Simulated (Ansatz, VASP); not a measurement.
**Two plane-wave programs on Ge**

```xyz
6
Lattice="2.3497 -4.4741 0.0000 2.3497 4.4741 0.0000 0.0000 0.0000 7.5078" Properties=species:S:1:pos:R:3 pbc="T T T"
Ge    2.3497    0.0000    1.8769
Ge    2.3497    0.0000    5.6308
Ge    1.0078   -0.9572    0.0000
Ge    3.6916    0.9572    0.0000
Ge    1.0078    0.9572    3.7539
Ge    3.6916   -0.9572    3.7539
```

Alike in both runs: functional PBE; k mesh 4 × 4 × 4; occupations gaussian, width 0.1 eV; no spin polarisation.

Ansatz relaxed the structure, and its values are those at the end. VASP's run is a single point on that final structure, the one shown.

|  | VASP | Ansatz |
| --- | --- | --- |
| version | VASP 6.6.1 | Ansatz 0.2.0 |
| potentials or method | VASP PAW PBE potentials, release 64 (Ge_d) | scalar-relativistic, plane waves, PAW |
| plane-wave cutoff (eV) | 520 | 420 |
| valence electrons in the cell | 84 | 84 |

|  | VASP | Ansatz | Ansatz less VASP |
| --- | --- | --- | --- |
| gap on the k mesh at the Fermi level (eV) | none | none | - |
| pressure (GPa) | 0.0 | 0.1 | +0.05 |
| rms of the force components (eV/Å) | 0.002 | 0.003 | +0.0008 |

A gap of «none» marks a metal or a gap that the smearing closes.

Caveats: the k mesh is coarse (spacing up to 0.38 Å⁻¹), so the values aren't converged.
